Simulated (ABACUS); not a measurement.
# CsBr (Pm-3m) in ABACUS: single point with r2SCAN

Aim: the single point of CsBr with r2SCAN.

Everything below comes from runs of ABACUS 3.10.1. Logs are shortened: lines on timing, memory, paths and dates and some standing lists are left out, and cuts for length are marked.

## Step 1: Starting point

It takes space group Pm-3m (No. 221, cubic). The conventional cell has a = 4.326 Å, b = 4.326 Å, c = 4.326 Å, α = 90.00°, β = 90.00°, γ = 90.00°. Cs (site symmetry m-3m) is surrounded by 8 Br at 3.75 Å. Br (site symmetry m-3m) is surrounded by 8 Cs at 3.75 Å.

The cell comes from a database or a generator and needn't be the stable form of this composition.

## Step 2: Single point, r2SCAN

Contents of run_abacus.py:

```python
"""ABACUS run from a structure file: ASE reads it, the script writes STRU, KPT and INPUT."""
import re
import subprocess
from ase.io import read
from ase.units import Bohr

atoms = read("POSCAR")
atoms = atoms[(-atoms.numbers).argsort(kind="stable")]  # ABACUS lists atoms element by element
pseudo = {'Cs': 'Cs_ONCV_PBE-1.2.upf', 'Br': 'Br_ONCV_PBE-1.2.upf'}
orbital = {'Cs': 'Cs_confined-atom_10au_3s2p2d.orb', 'Br': 'Br_confined-atom_7au_2s2p1d.orb'}
magmoms = None
kmesh = [4, 4, 4]
params = {
    'suffix': 'CsBr',
    'calculation': 'scf',
    'basis_type': 'lcao',
    'pseudo_dir': './',
    'orbital_dir': './',
    'symmetry': 1,
    'dft_functional': 'MGGA_X_R2SCAN+MGGA_C_R2SCAN',
    'ecutwfc': 100,
    'pseudo_rcut': 10,
    'nspin': 1,
    'nbands': 18,
    'ks_solver': 'genelpa',
    'smearing_method': 'fd',
    'smearing_sigma': 0.00367493,
    'scf_thr': 1e-07,
    'scf_nmax': 100,
    'mixing_type': 'broyden',
    'mixing_beta': 0.7,
    'cal_force': 1,
    'cal_stress': 1,
    'mixing_tau': 1,
    'out_mul': 1,
    'out_chg': 1,
}

symbols = atoms.get_chemical_symbols()
elements = list(dict.fromkeys(symbols))
lines = ["ATOMIC_SPECIES"] + [f"{e} {atoms.get_masses()[symbols.index(e)]:.4f} {pseudo[e]}" for e in elements]
if orbital:
    lines += ["", "NUMERICAL_ORBITAL"] + [orbital[e] for e in elements]
lines += ["", "LATTICE_CONSTANT", f"{1 / Bohr:.10f}", "", "LATTICE_VECTORS"]
lines += [" ".join(f"{x:.10f}" for x in v) for v in atoms.cell]
lines += ["", "ATOMIC_POSITIONS", "Direct"]
for e in elements:
    lines += ["", e, "0.0", str(symbols.count(e))]
    for i, p in enumerate(atoms.get_scaled_positions(wrap=False)):
        if symbols[i] == e:
            mag = "" if magmoms is None else " mag " + " ".join(str(x) for x in (magmoms[i] if isinstance(magmoms[i], list) else [magmoms[i]]))
            lines.append(" ".join(f"{x:.10f}" for x in p) + " 1 1 1" + mag)
open("STRU", "w").write("\n".join(lines) + "\n")
open("KPT", "w").write("K_POINTS\n0\nGamma\n%d %d %d 0 0 0\n" % tuple(kmesh))
open("INPUT", "w").write("INPUT_PARAMETERS\n" + "".join(f"{k:<20s}{v}\n" for k, v in params.items()))

done = subprocess.run(['mpirun', '-np', '4', 'abacus'])
if done.returncode:
    raise SystemExit(done.returncode)
log = open("OUT.CsBr/running_scf.log").read()
print("final energy (eV):", re.findall(r"FINAL_ETOT_IS (\S+)", log))
```

Contents of POSCAR:

```
CsBr
1.0
    4.3256222200      0.0000000000      0.0000000000
    0.0000000000      4.3256222200      0.0000000000
    0.0000000000      0.0000000000      4.3256222200
Cs Br
1 1
Direct
    0.0000000000      0.0000000000      0.0000000000
    0.5000000000      0.5000000000      0.5000000000
```

Potentials or basis: SG15 ONCV 1.2 PBE, DZP LCAO (the cutoffs set its grid).

On the command line:

```sh
OMP_NUM_THREADS=1 python run_abacus.py > log
```

running log:

```text
ABACUS v3.10.1

               Atomic-orbital Based Ab-initio Computation at UStc

 ------------------------------------------------------------------------------------

 READING GENERAL INFORMATION
                           global_out_dir = OUT.CsBr/
                           global_in_card = INPUT
                               pseudo_dir = ./
                              orbital_dir = ./
                                    DSIZE = 4
                                    GSIZE = 1

 READING UNITCELL INFORMATION
                                    ntype = 2
                  lattice constant (Bohr) = 1.88973
              lattice constant (Angstrom) = 1

 READING ATOM TYPE 1
                               atom label = Cs
                      L=0, number of zeta = 3
                      L=1, number of zeta = 2
                      L=2, number of zeta = 2
             number of atom for this type = 1

 READING ATOM TYPE 2
                               atom label = Br
                      L=0, number of zeta = 2
                      L=1, number of zeta = 2
                      L=2, number of zeta = 1
             number of atom for this type = 1

                        TOTAL ATOM NUMBER = 2
DIRECT COORDINATES
    atom                   x                   y                   z     mag                  vx                  vy                  vz
taud_Cs1            0.0000000000        0.0000000000        0.0000000000  0.0000        0.0000000000        0.0000000000        0.0000000000
taud_Br1            0.5000000000        0.5000000000        0.5000000000  0.0000        0.0000000000        0.0000000000        0.0000000000

                          Volume (Bohr^3) = 546.188
                             Volume (A^3) = 80.9367

 Lattice vectors: (Cartesian coordinate: in unit of a_0)
             +4.32562                  +0                  +0
                   +0            +4.32562                  +0
                   +0                  +0            +4.32562
 Reciprocal vectors: (Cartesian coordinate: in unit of 2 pi/a_0)
            +0.231181                  -0                  +0
                   -0           +0.231181                  -0
                   +0                  -0           +0.231181
 The esolver type has been set to : ksdft_lcao

                PAO radial cut off (Bohr) = 10

 Read in pseudopotential file is Cs_ONCV_PBE-1.2.upf
                     pseudopotential type = NC
          exchange-correlation functional = PBE
                 nonlocal core correction = 0
                        valence electrons = 9
                                     lmax = 2
                           number of zeta = 0
                     number of projectors = 6
                           L of projector = 0
                           L of projector = 0
                           L of projector = 1
                           L of projector = 1
                           L of projector = 2
                           L of projector = 2
 XC functional updated to : MGGA_X_R2SCAN+MGGA_C_R2SCAN
          exchange-correlation functional = MGGA_X_R2SCAN+MGGA_C_R2SCAN
                PAO radial cut off (Bohr) = 10

 Read in pseudopotential file is Br_ONCV_PBE-1.2.upf
                     pseudopotential type = NC
          exchange-correlation functional = PBE
                 nonlocal core correction = 0
                        valence electrons = 7
                                     lmax = 2
                           number of zeta = 0
                     number of projectors = 6
                           L of projector = 0
                           L of projector = 0
                           L of projector = 1
                           L of projector = 1
                           L of projector = 2
                           L of projector = 2
 XC functional updated to : MGGA_X_R2SCAN+MGGA_C_R2SCAN
          exchange-correlation functional = MGGA_X_R2SCAN+MGGA_C_R2SCAN
     initial pseudo atomic orbital number = 0

 SETUP THE ELECTRONS NUMBER
            electron number of element Cs = 9
      total electron number of element Cs = 9
            electron number of element Br = 7
      total electron number of element Br = 7
            AUTOSET number of electrons:  = 16
                           occupied bands = 8
                                   NLOCAL = 32
                                   NBANDS = 18
                                   NBANDS = 18
                                   NLOCAL = 32

[... 61 lines left out ...]
              PURE POINT GROUP OPERATIONS = 48
                   SPACE GROUP OPERATIONS = 48
                              POINT GROUP = O_h
               POINT GROUP IN SPACE GROUP = O_h

 SETUP K-POINTS
                                    nspin = 1
                   Input type of k points = Monkhorst-Pack(Gamma)
                                   nkstot = 64
                       right hand lattice = 1
(for reciprocal lattice: )
                             BRAVAIS TYPE = 1
                     BRAVAIS LATTICE NAME = 01. Cubic P (simple)
                                    ibrav = 1
                       right hand lattice = 1
(for k-lattice: )
                             BRAVAIS TYPE = 1
                     BRAVAIS LATTICE NAME = 01. Cubic P (simple)
                                    ibrav = 1
                       right hand lattice = 1
                        ROTATION MATRICES = 48
                               nkstot_ibz = 10
K-POINTS REDUCTION ACCORDING TO SYMMETRY
     IBZ    DIRECT_X    DIRECT_Y    DIRECT_Z  WEIGHT  ibz2bz
       1  0.00000000  0.00000000  0.00000000  0.0156       0
       2  0.25000000  0.00000000  0.00000000  0.0938       1
       3  0.50000000  0.00000000  0.00000000  0.0469       2
       4  0.25000000  0.25000000  0.00000000  0.1875       5
       5  0.50000000  0.25000000  0.00000000  0.1875       6
       6  0.50000000  0.50000000  0.00000000  0.0469      10
       7  0.25000000  0.25000000  0.25000000  0.1250      21
       8  0.50000000  0.25000000  0.25000000  0.1875      22
       9  0.50000000  0.50000000  0.25000000  0.0938      26
      10  0.50000000  0.50000000  0.50000000  0.0156      42

                               nkstot now = 10
[... K-POINTS DIRECT COORDINATES: 10 rows ...]

           k-point number in this process = 10
       minimum distributed K point number = 10
[... stars of the k points ...]

[... K-POINTS CARTESIAN COORDINATES: 10 rows ...]

[... K-POINTS DIRECT COORDINATES: 10 rows ...]

 SETUP PLANE WAVES FOR WAVE FUNCTIONS
     energy cutoff for wavefunc (unit:Ry) = 100
              fft grid for wave functions = [ 54, 54, 54 ]
                    number of plane waves = 11075
                         number of sticks = 593

 PARALLEL PW FOR WAVE FUNCTIONS
     PROC   COLUMNS(POT)             PW
        1            148           2768
        2            148           2768
        3            148           2768
        4            149           2771
 --------------- sum -------------------
        4            593          11075

 SET NONLOCAL PSEUDOPOTENTIAL PROJECTORS
 SET NONLOCAL PSEUDOPOTENTIAL PROJECTORS
 max number of nonlocal projetors among all species is 6

 -------------------------------------------
 SELF-CONSISTENT
 -------------------------------------------

 SETUP SEARCHING RADIUS FOR PROGRAM TO SEARCH ADJACENT ATOMS
                  longest orb rcut (Bohr) = 10
   longest nonlocal projector rcut (Bohr) = 2.62
                     search radius (Bohr) = 25.2
              searching radius is (Bohr)) = 25.2
         searching radius unit is (Bohr)) = 1.89
                         PeriodicBoundary = 1
                        Radius(unit:lat0) = 13.4
                                   glayer = [ 5, 5, 5 ]
                             glayer_minus = [ 4, 4, 4 ]

Find the coordinate range of the input atom(unit:lat0).
                                  min_tau = [ -17.3, -17.3, -17.3 ]
                                  max_tau = [ 19.5, 19.5, 19.5 ]
                                BoxNumber = [ 9, 9, 9 ]

 SETUP EXTENDED REAL SPACE GRID FOR GRID INTEGRATION
                          real space grid = [ 54, 54, 54 ]
                 big cell numbers in grid = [ 27, 27, 27 ]
             meshcell numbers in big cell = [ 2, 2, 2 ]
                        extended fft grid = [ 34, 34, 34 ]
                dimension of extened grid = [ 96, 96, 96 ]
                            UnitCellTotal = 125
              Atom number in sub-FFT-grid = 2
    Local orbitals number in sub-FFT-grid = 32
                                ParaV.nnr = 17208
                                 init_chg = atomic

 LCAO ALGORITHM --------------- ION=   1  ELEC=   1--------------------------------

 Density error is 0.0861538758528
----------------------------------------------------------
     Energy           Rydberg                 eV
----------------------------------------------------------
 E_KohnSham     -67.6545493642       -920.4873669760
 E_Harris       -67.7048838897       -921.1722033290
 E_Fermi        0.2796550128         3.8049016485
----------------------------------------------------------
[... 80 lines left out ...]
 Density error is 6.66225089349e-08
----------------------------------------------------------
     Energy           Rydberg                 eV
----------------------------------------------------------
 E_KohnSham     -67.6874460979       -920.9349499992
 E_KS(sigma->0) -67.6874460979       -920.9349499992
 E_Harris       -67.6874468126       -920.9349597227
 E_band         -5.0711384379        -68.9963781022
 E_one_elec     -7.6211858347        -103.6915528682
 E_Hartree      9.1978045356         125.1425507747
 E_xc           -11.7795122647       -160.2684864612
 E_Ewald        -57.4845525341       -782.1174614445
 E_entropy(-TS) 0.0000000000         0.0000000000
 E_descf        0.0000000000         0.0000000000
 E_exx          0.0000000000         0.0000000000
 E_Fermi        0.4227506417         5.7518175603
----------------------------------------------------------

 charge density convergence is achieved
 final etot is -920.93495 eV
 EFERMI = 5.7518175603 eV

 STATE ENERGY(eV) AND OCCUPATIONS    NSPIN == 1
 1/10 kpoint (Cartesian) = 0.0000 0.0000 0.0000 (2281 pws)
       1       -17.9413      0.0312500
       2       -10.2987      0.0312500
       3       -4.02647      0.0312500
       4       -4.02647      0.0312500
       5       -4.02647      0.0312500
       6        2.59822      0.0312500
[... 98 lines left out ...]
       5       -3.86979      0.0937500
       6        2.02332      0.0937500
[... 10 lines left out ...]
      17        17.3405        0.00000
      18        19.8417        0.00000

[... levels at 4 further k points ...]

 correction force for each atom along direction 1 is -6.37446e-14
 correction force for each atom along direction 2 is -7.44291e-15
 correction force for each atom along direction 3 is -2.60657e-14
------------------------------------------------------------------------------------------
 TOTAL-FORCE (eV/Angstrom)
------------------------------------------------------------------------------------------
                       Cs1         0.0000000000         0.0000000000         0.0000000000
                       Br1         0.0000000000         0.0000000000         0.0000000000
------------------------------------------------------------------------------------------

----------------------------------------------------------------
 TOTAL-STRESS (KBAR)
----------------------------------------------------------------
         1.1092639607         0.0000000000         0.0000000000
         0.0000000000         1.1092639607        -0.0000000000
         0.0000000000        -0.0000000000         1.1092639607
----------------------------------------------------------------
 TOTAL-PRESSURE: 1.109264 KBAR

 --------------------------------------------
 !FINAL_ETOT_IS -920.9349499991631092 eV
 --------------------------------------------
```

Run time: 36 s. Hardware: 4 MPI ranks of Intel Xeon Platinum 8259CL at 2.50GHz (Skylake/Cascade Lake), shared host; peak memory 0.48 GiB.

Results:

- Free energy: -920.9349 eV
- Pressure: 0.1 GPa
- Band gap on the k mesh: 5.04 eV, indirect (least direct gap 5.05 eV)
- Mulliken charges: Cs +0.65; Br -0.65 e

Levels at points of the mesh, in eV from the valence-band top:
```
           k point  band 6  band 7  band 8  band 9  band 10  band 11
(0.00, 0.00, 0.00)   -0.01   -0.01   -0.01    5.04     5.36     5.36
(0.50, 0.00, 0.00)   -1.27   -0.20   -0.20    6.37     7.78     9.01
(0.50, 0.50, 0.00)   -0.58   -0.58    0.00    5.74     6.04     7.78
(0.50, 0.50, 0.50)   -1.13   -1.13   -1.13    8.84     8.84     8.84
```

Caveat: the atomic orbitals were generated for these runs and aren't a published set; Mulliken charges move with the basis; the potentials were made for another functional, which shifts forces and pressure; spin-orbit coupling is left out, which moves the levels of the heavy elements; the basis of atomic orbitals isn't converged, which shifts pressures, moduli and gaps.
